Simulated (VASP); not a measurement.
# BeSe (F-43m) in VASP: further runs

Runs on BeSe. Level: PBEsol. Tasks: relaxation of the atoms.

All numbers are computed with VASP 6.6.1; they aren't measurements. Logs are shortened: lines on timing, memory, paths and dates and some standing lists are left out, and cuts for length are marked.

## Step 1: The structure

Symmetry: F-43m, No. 216, cubic system. Conventional cell: a = 5.135 Å, b = 5.135 Å, c = 5.135 Å, α = 90.00°, β = 90.00°, γ = 90.00°. Around Be (site symmetry -43m) lie 4 Se at 2.22 Å. Around Se (site symmetry -43m) lie 4 Be at 2.22 Å.

## Step 2: Relaxation of the atoms, PBEsol (a relaxed cell with its volume scaled by 0.98)

Contents of INCAR:

```
SYSTEM = BeSe
ALGO = Fast ; EDIFF = 1E-7
EDIFFG = -0.01 ; ENCUT = 600
GGA = PS ; IBRION = 2
ISIF = 2 ; ISMEAR = 0
LASPH = .True. ; LCHARG = .False.
LREAL = .False. ; LWAVE = .False.
NELM = 80 ; NSW = 40
PREC = Accurate ; SIGMA = 0.03
```

Contents of KPOINTS:

```
k-points
0
Gamma
  10 10 10
  0 0 0
```

Contents of POSCAR:

```
BeSe                                    
1.0
    0.0000000000      2.5502021128      2.5502021128
    2.5502021128      0.0000000000      2.5502021128
    2.5502021128      2.5502021128      0.0000000000
  Be              Se            
     1     1
Direct
     0.0000000000000000    0.0000000000000000    0.0000000000000000
     0.2500000000000000    0.2500000000000000    0.2500000000000000
```

Potentials or basis: VASP PAW PBE potentials, release 64 (Be, Se).

Run with:

```sh
$ cat potpaw_PBE.64/Be/POTCAR potpaw_PBE.64/Se/POTCAR > POTCAR
$ mpirun -np 1 vasp_std > vasp.out
```

OUTCAR:

```text
SYSTEM = BeSe
   EDIFF = 1E-7
   EDIFFG = -0.01
   ENCUT = 600
   GGA = PS
   IBRION = 2
   ISIF = 2
   ISMEAR = 0
   LASPH = .True.
   LREAL = .False.
   NELM = 80
   NSW = 40
   PREC = Accurate

 ion  position               nearest neighbor table
   1  0.000  0.000  0.000-   2 2.21   2 2.21   2 2.21   2 2.21
   2  0.250  0.250  0.250-   1 2.21   1 2.21   1 2.21   1 2.21

  LATTYP: Found a face centered cubic cell.
 ALAT       =     5.1004042256

  Lattice vectors:

 A1 = (   0.0000000000,   2.5502021128,   2.5502021128)
 A2 = (   2.5502021128,   0.0000000000,   2.5502021128)
 A3 = (   2.5502021128,   2.5502021128,   0.0000000000)

Analysis of symmetry for initial positions (statically):
=====================================================================
 Subroutine PRICEL returns:
 Original cell was already a primitive cell.

 Routine SETGRP: Setting up the symmetry group for a
 face centered cubic supercell.

 Subroutine GETGRP returns: Found 24 space group operations
 (whereof 24 operations were pure point group operations)
 out of a pool of 48 trial point group operations.

The static configuration has the point symmetry T_d .

Analysis of symmetry for dynamics (positions and initial velocities):
=====================================================================
 Subroutine PRICEL returns:
 Original cell was already a primitive cell.

 Routine SETGRP: Setting up the symmetry group for a
 face centered cubic supercell.

 Subroutine GETGRP returns: Found 24 space group operations
 (whereof 24 operations were pure point group operations)
 out of a pool of 48 trial point group operations.

The dynamic configuration has the point symmetry T_d .

 Subroutine INISYM returns: Found 24 space group operations
 (whereof 24 operations are pure point group operations),
 and found     1 'primitive' translations

----------------------------------------------------------------------------------------

                                     Primitive cell

  volume of cell :      33.1706

  direct lattice vectors                    reciprocal lattice vectors
     0.000000000  2.550202113  2.550202113    -0.196062891  0.196062891  0.196062891
     2.550202113  0.000000000  2.550202113     0.196062891 -0.196062891  0.196062891
     2.550202113  2.550202113  0.000000000     0.196062891  0.196062891 -0.196062891

  length of vectors
     3.606530415  3.606530415  3.606530415     0.339590889  0.339590889  0.339590889

[... 87 lines left out ...]
   ISYM   =      2    0-nonsym 1-usesym 2-fastsym
   POTIM  = 0.5000    time-step for ionic-motion
   TEBEG  =    0.0;   TEEND  =   0.0 temperature during run
   PSTRESS=    0.0 pullay stress
   NELECT =       8.0000    total number of electrons
   NUPDOWN=      -1.0000    fix difference up-down
   EMIN   =  10.00;   EMAX   =-10.00  energy-range for DOS
   EFERMI =   0.00;   METHOD = LEGACY
   ISMEAR =     0;   SIGMA  =   0.03  broadening in eV -4-tet -1-fermi 0-gaus
   EFERMI_NEDOS =   21; number of points for ismear=-14 and -15
   IALGO  =     68    algorithm
   IMIX   =      4    mixing-type and parameters
     AMIX     =   0.40;   BMIX     =  1.00
     AMIX_MAG =   1.60;   BMIX_MAG =  1.00
  volume/ion in A,a.u.               =      16.59       111.92
  Fermi-wavevector in a.u.,A,eV,Ry     =   1.019030  1.925687 14.128586  1.038422
  Thomas-Fermi vector in A             =   2.152521
   LORBIT       =      0    0 simple, 1 ext, 2 COOP (PROOUT), +10 PAW based schemes
   GGA     = PS    functional components
   LHFCALC =     F    Hartree Fock is set to
   AEXX    =    0.0000 exact exchange contribution
   IVDW    =     0    specifies the selected vdW correction
   LEPSILON=     F    determine dielectric tensor
   LRPA    =     F    only Hartree local field effects (RPA)
 conjugate gradient relaxation of ions
 non-spin polarized calculation
 RMM-DIIS sequential band-by-band and
 Gauss-broadening in eV      SIGMA  =   0.03
  energy-cutoff  :      600.00
  volume of cell :       33.17
 maximum number of plane-waves:      1122
 NGX is ok and might be reduce to    30
   NGX = 15   NGY = 15   NGZ = 15

 number of electron       8.0000000 magnetization

 Free energy of the ion-electron system (eV)
  ---------------------------------------------------
  ext. energy  EPLUGINS =         0.00000000
  ---------------------------------------------------
  free energy    TOTEN  =        -9.44647815 eV

  energy without entropy =       -9.44647815  energy(sigma->0) =       -9.44647815

 E-fermi :   3.7149     XC(G=0):  -9.6907

 val. band max:        3.5292675438   @ k =   0.0000   0.0000   0.0000
 cond. band min:       5.9429087833   @ k =   0.5000   0.5000   0.0000
 fundamental gap:      2.4136412395
 Fermi energy:         3.7149050667

 k-point     1 :       0.0000    0.0000    0.0000
  band No.  band energies     occupation
      1     -10.4702      2.00000
      2       3.5293      2.00000
      3       3.5293      2.00000
      4       3.5293      2.00000
      5       7.9413      0.00000
      6       8.4996      0.00000
      7       8.4996      0.00000
      8       8.4996      0.00000
[... 243 lines left out ...]
 k-point    24 :       0.4000    0.3000    0.0000
  band No.  band energies     occupation
      1      -9.0471      2.00000
      2      -0.8918      2.00000
      3       0.9399      2.00000
      4       1.2184      2.00000
      5       6.8362      0.00000
      6       8.5839      0.00000
      7      12.8765      0.00000
      8      13.1077      0.00000

 [... further k-points ...]

------------------------ aborting loop because EDIFF is reached ----------------------------------------

  FORCE on cell =-STRESS in cart. coord.  units (eV):
  Direction    XX          YY          ZZ          XY          YZ          ZX
  --------------------------------------------------------------------------------------
  -------------------------------------------------------------------------------------
  Total        0.3492637      0.3492637      0.3492637      0.0000000      0.0000000      0.0000000
  in kB       16.8698124     16.8698124     16.8698124      0.0000000      0.0000000      0.0000000
  external PRESSURE =      16.8698124 kB  Pullay stress =       0.0000000 kB

 VOLUME and BASIS-vectors are now :
 -----------------------------------------------------------------------------
  energy-cutoff  :      600.00
  volume of cell :       33.17
      direct lattice vectors                 reciprocal lattice vectors
     0.000000000  2.550202113  2.550202113    -0.196062891  0.196062891  0.196062891
     2.550202113  0.000000000  2.550202113     0.196062891 -0.196062891  0.196062891
     2.550202113  2.550202113  0.000000000     0.196062891  0.196062891 -0.196062891

 POSITION                                       TOTAL-FORCE (eV/Angst)
 -----------------------------------------------------------------------------------
      0.00000      0.00000      0.00000         0.000000     -0.000000     -0.000000
      1.27510      1.27510      1.27510        -0.000000      0.000000      0.000000
 -----------------------------------------------------------------------------------
    total drift:                                0.000000      0.000000      0.000000

  FREE ENERGIE OF THE ION-ELECTRON SYSTEM (eV)
  ---------------------------------------------------
  free  energy   TOTEN  =        -9.4464781518 eV

  energy  without entropy=       -9.4464781518  energy(sigma->0) =       -9.44647815

 reached required accuracy - stopping structural energy minimisation
```

CONTCAR:

```text
BeSe
   1.00000000000000
     0.0000000000000000    2.5502021128000001    2.5502021128000001
     2.5502021128000001    0.0000000000000000    2.5502021128000001
     2.5502021128000001    2.5502021128000001    0.0000000000000000
  Be              Se
     1     1
Direct
     0.0000000000000000    0.0000000000000000    0.0000000000000000
     0.2500000000000000    0.2500000000000000    0.2500000000000000

  0.00000000E+00  0.00000000E+00  0.00000000E+00
  0.00000000E+00  0.00000000E+00  0.00000000E+00
```

It took 11 s on 1 thread of Intel Xeon 6975P-C (Granite Rapids), shared host; peak memory 0.17 GiB.

Results:

```yaml
Free_energy: -9.4465 eV
Pressure_after_relaxing: 1.7 GPa
Band_gap_on_the_k_mesh: 2.41 eV, indirect (least direct gap 4.41 eV)
```

Final structure:
```xyz
2
Lattice="0.0000 2.5502 2.5502 2.5502 0.0000 2.5502 2.5502 2.5502 0.0000" Properties=species:S:1:pos:R:3 pbc="T T T"
Be    0.0000    0.0000    0.0000
Se    1.2751    1.2751    1.2751
```

Caveat: the relaxation stopped at its first step, so nothing moved; the PAW data sets were made with another functional, which shifts forces and pressure a little. A k mesh can miss the band edges.

## Step 3: Relaxation of the atoms, PBEsol

INCAR is that of step 2.

KPOINTS is that of step 2.

Contents of POSCAR:

```
BeSe                                    
1.0
    0.0000000000      2.5674337309      2.5674337309
    2.5674337309      0.0000000000      2.5674337309
    2.5674337309      2.5674337309      0.0000000000
  Be              Se            
     1     1
Direct
     0.0000000000000000    0.0000000000000000    0.0000000000000000
     0.2500000000000000    0.2500000000000000    0.2500000000000000
```

Potentials or basis: VASP PAW PBE potentials, release 64 (Be, Se).

Run with:

```sh
$ cat potpaw_PBE.64/Be/POTCAR potpaw_PBE.64/Se/POTCAR > POTCAR
$ mpirun -np 1 vasp_std > vasp.out
```

OUTCAR:

```text
SYSTEM = BeSe
   EDIFF = 1E-7
   EDIFFG = -0.01
   ENCUT = 600
   GGA = PS
   IBRION = 2
   ISIF = 2
   ISMEAR = 0
   LASPH = .True.
   LREAL = .False.
   NELM = 80
   NSW = 40
   PREC = Accurate

 ion  position               nearest neighbor table
   1  0.000  0.000  0.000-   2 2.22   2 2.22   2 2.22   2 2.22
   2  0.250  0.250  0.250-   1 2.22   1 2.22   1 2.22   1 2.22

  LATTYP: Found a face centered cubic cell.
 ALAT       =     5.1348674618

  Lattice vectors:

 A1 = (   0.0000000000,   2.5674337309,   2.5674337309)
 A2 = (   2.5674337309,   0.0000000000,   2.5674337309)
 A3 = (   2.5674337309,   2.5674337309,   0.0000000000)

Analysis of symmetry for initial positions (statically):
=====================================================================
 Subroutine PRICEL returns:
 Original cell was already a primitive cell.

 Routine SETGRP: Setting up the symmetry group for a
 face centered cubic supercell.

 Subroutine GETGRP returns: Found 24 space group operations
 (whereof 24 operations were pure point group operations)
 out of a pool of 48 trial point group operations.

The static configuration has the point symmetry T_d .

Analysis of symmetry for dynamics (positions and initial velocities):
=====================================================================
 Subroutine PRICEL returns:
 Original cell was already a primitive cell.

 Routine SETGRP: Setting up the symmetry group for a
 face centered cubic supercell.

 Subroutine GETGRP returns: Found 24 space group operations
 (whereof 24 operations were pure point group operations)
 out of a pool of 48 trial point group operations.

The dynamic configuration has the point symmetry T_d .

 Subroutine INISYM returns: Found 24 space group operations
 (whereof 24 operations are pure point group operations),
 and found     1 'primitive' translations

----------------------------------------------------------------------------------------

[... 119 lines left out ...]
   AEXX    =    0.0000 exact exchange contribution
   IVDW    =     0    specifies the selected vdW correction
   LEPSILON=     F    determine dielectric tensor
   LRPA    =     F    only Hartree local field effects (RPA)
 conjugate gradient relaxation of ions
 non-spin polarized calculation
 RMM-DIIS sequential band-by-band and
 Gauss-broadening in eV      SIGMA  =   0.03
  energy-cutoff  :      600.00
  volume of cell :       33.85
 maximum number of plane-waves:      1158
 NGX is ok and might be reduce to    30
   NGX = 15   NGY = 15   NGZ = 15

 number of electron       8.0000000 magnetization

 Free energy of the ion-electron system (eV)
  ---------------------------------------------------
  ext. energy  EPLUGINS =         0.00000000
  ---------------------------------------------------
  free energy    TOTEN  =        -9.45003363 eV

  energy without entropy =       -9.45003363  energy(sigma->0) =       -9.45003363

 E-fermi :   3.4937     XC(G=0):  -9.6093

 val. band max:        3.3345282401   @ k =   0.0000   0.0000   0.0000
 cond. band min:       5.7937341428   @ k =   0.5000   0.5000   0.0000
 fundamental gap:      2.4592059028
 Fermi energy:         3.4937082002

 k-point     1 :       0.0000    0.0000    0.0000
  band No.  band energies     occupation
      1     -10.5307      2.00000
      2       3.3345      2.00000
      3       3.3345      2.00000
      4       3.3345      2.00000
      5       7.5975      0.00000
      6       8.3099      0.00000
      7       8.3099      0.00000
      8       8.3099      0.00000
[... 243 lines left out ...]
 k-point    24 :       0.4000    0.3000    0.0000
  band No.  band energies     occupation
      1      -9.1571      2.00000
      2      -1.0051      2.00000
      3       0.8154      2.00000
      4       1.0877      2.00000
      5       6.6660      0.00000
      6       8.3890      0.00000
      7      12.5677      0.00000
      8      12.8150      0.00000

 [... further k-points ...]

------------------------ aborting loop because EDIFF is reached ----------------------------------------

  FORCE on cell =-STRESS in cart. coord.  units (eV):
  Direction    XX          YY          ZZ          XY          YZ          ZX
  --------------------------------------------------------------------------------------
  -------------------------------------------------------------------------------------
  Total        0.0033818      0.0033818      0.0033818      0.0000000      0.0000000     -0.0000000
  in kB        0.1600786      0.1600786      0.1600786      0.0000000      0.0000000     -0.0000000
  external PRESSURE =       0.1600786 kB  Pullay stress =       0.0000000 kB

 VOLUME and BASIS-vectors are now :
 -----------------------------------------------------------------------------
  energy-cutoff  :      600.00
  volume of cell :       33.85
      direct lattice vectors                 reciprocal lattice vectors
     0.000000000  2.567433731  2.567433731    -0.194746993  0.194746993  0.194746993
     2.567433731  0.000000000  2.567433731     0.194746993 -0.194746993  0.194746993
     2.567433731  2.567433731  0.000000000     0.194746993  0.194746993 -0.194746993

 POSITION                                       TOTAL-FORCE (eV/Angst)
 -----------------------------------------------------------------------------------
      0.00000      0.00000      0.00000        -0.000000     -0.000000     -0.000000
      1.28372      1.28372      1.28372         0.000000      0.000000      0.000000
 -----------------------------------------------------------------------------------
    total drift:                                0.000000      0.000000      0.000000

  FREE ENERGIE OF THE ION-ELECTRON SYSTEM (eV)
  ---------------------------------------------------
  free  energy   TOTEN  =        -9.4500336289 eV

  energy  without entropy=       -9.4500336289  energy(sigma->0) =       -9.45003363

 reached required accuracy - stopping structural energy minimisation
```

OSZICAR:

```text
N       E                     dE             d eps       ncg     rms          rms(c)
DAV:   1     0.247516382526E+02    0.24752E+02   -0.41635E+03   752   0.948E+02
DAV:   2    -0.877708038804E+01   -0.33529E+02   -0.32300E+02  1128   0.123E+02
DAV:   3    -0.958818348875E+01   -0.81110E+00   -0.81110E+00   848   0.251E+01
DAV:   4    -0.959070613297E+01   -0.25226E-02   -0.25226E-02  1208   0.165E+00
DAV:   5    -0.959070764503E+01   -0.15121E-05   -0.15121E-05   912   0.261E-02    0.337E+00
RMM:   6    -0.949073666172E+01    0.99971E-01   -0.43002E-02   752   0.142E+00    0.207E+00
RMM:   7    -0.944913906642E+01    0.41598E-01   -0.91185E-02   752   0.213E+00    0.228E-01
RMM:   8    -0.944990217451E+01   -0.76311E-03   -0.58726E-03   752   0.729E-01    0.514E-02
RMM:   9    -0.945002277894E+01   -0.12060E-03   -0.91580E-04   752   0.268E-01    0.477E-02
RMM:  10    -0.945003671854E+01   -0.13940E-04   -0.13483E-04   752   0.111E-01    0.137E-02
RMM:  11    -0.945003318384E+01    0.35347E-05   -0.24189E-05   752   0.464E-02    0.452E-03
RMM:  12    -0.945003378197E+01   -0.59814E-06   -0.53543E-06   752   0.213E-02    0.658E-03
RMM:  13    -0.945003363056E+01    0.15141E-06   -0.76923E-07   726   0.867E-03    0.843E-04
RMM:  14    -0.945003362889E+01    0.16713E-08   -0.14315E-07   588   0.354E-03
   1 F= -.94500336E+01 E0= -.94500336E+01  d E =-.945003E+01
```

Wall time 11 s (1 thread of Intel Xeon 6975P-C (Granite Rapids), shared host); peak memory 0.17 GiB.

What came out:

| Quantity | Value |
| --- | --- |
| Free energy | -9.4500 eV |
| Pressure after relaxing | 0.0 GPa |
| Band gap on the k mesh | 2.46 eV, indirect (least direct gap 4.26 eV) |

Final structure:
```
Be Se
1.0
     0.00000    2.56743    2.56743
     2.56743    0.00000    2.56743
     2.56743    2.56743    0.00000
Be Se
1 1
Direct
  0.00000 0.00000 0.00000
  0.25000 0.25000 0.25000
```

Levels at points of the mesh, in eV from the valence-band top:
```tsv
k point	band 2	band 3	band 4	band 5	band 6	band 7
(0.00, 0.00, 0.00)	0.00	0.00	0.00	4.26	4.98	4.98
(0.50, 0.00, 0.00)	-5.79	-1.09	-1.09	4.28	5.91	5.91
(0.50, 0.50, 0.00)	-5.14	-2.70	-2.70	2.46	4.12	11.73
```

Caveat: the relaxation stopped at its first step, so nothing moved; the PAW data sets were made with another functional, which shifts forces and pressure a little.

## Step 4: Relaxation of the atoms, PBEsol (a relaxed cell with its volume scaled by 1.02)

INCAR is that of step 3.

KPOINTS is that of step 3.

Contents of POSCAR:

```
BeSe                                    
1.0
    0.0000000000      2.5844370988      2.5844370988
    2.5844370988      0.0000000000      2.5844370988
    2.5844370988      2.5844370988      0.0000000000
  Be              Se            
     1     1
Direct
     0.0000000000000000    0.0000000000000000    0.0000000000000000
     0.2500000000000000    0.2500000000000000    0.2500000000000000
```

Run with:

```sh
$ cat potpaw_PBE.64/Be/POTCAR potpaw_PBE.64/Se/POTCAR > POTCAR
$ mpirun -np 1 vasp_std > vasp.out
```

Run time: 10 s. Hardware: 1 thread of Intel Xeon 6975P-C (Granite Rapids), shared host; peak memory 0.17 GiB.

It converged, with:

```
Free energy             : -9.4469 eV
Pressure after relaxing : -1.5 GPa
Band gap on the k mesh  : 2.50 eV, indirect (least direct gap 4.12 eV)
```

Final structure:
```yaml
crystal:
  lattice:
    - [0.00000, 2.58444, 2.58444]
    - [2.58444, 0.00000, 2.58444]
    - [2.58444, 2.58444, 0.00000]
  atoms:
    - { symbol: Be, position: [0.00000, 0.00000, 0.00000] }
    - { symbol: Se, position: [0.25000, 0.25000, 0.25000] }
```

Levels at points of the mesh, in eV from the valence-band top:
```
           k point  band 2  band 3  band 4  band 5  band 6  band 7
(0.00, 0.00, 0.00)    0.00    0.00    0.00    4.12    4.98    4.98
(0.50, 0.00, 0.00)   -5.67   -1.06   -1.06    4.21    5.91    5.91
(0.50, 0.50, 0.00)   -5.03   -2.62   -2.62    2.50    4.13   11.57
```

Caveat: the relaxation stopped at its first step, so nothing moved; the PAW data sets were made with another functional, which shifts forces and pressure a little. A k mesh can miss the band edges.

## Step 5: Summary

```csv
cell,gap on the mesh (eV),pressure (GPa)
atoms relaxed from: a relaxed cell with its volume scaled by 0.98,2.41,1.7
atoms relaxed,2.46,0.0
atoms relaxed from: a relaxed cell with its volume scaled by 1.02,2.50,-1.5
```

Alike in all rows: task relaxation of the atoms; level PBEsol; potentials or basis VASP PAW PBE potentials, release 64 (Be, Se); no spin polarisation; k mesh 10 × 10 × 10; cutoff (eV) 600; smearing gaussian 0.03 eV.

Caveats: the relaxation stopped at its first step, so nothing moved; the PAW data sets were made with another functional, which shifts forces and pressure a little.

Absolute energies hang on the potentials; compare differences alone.
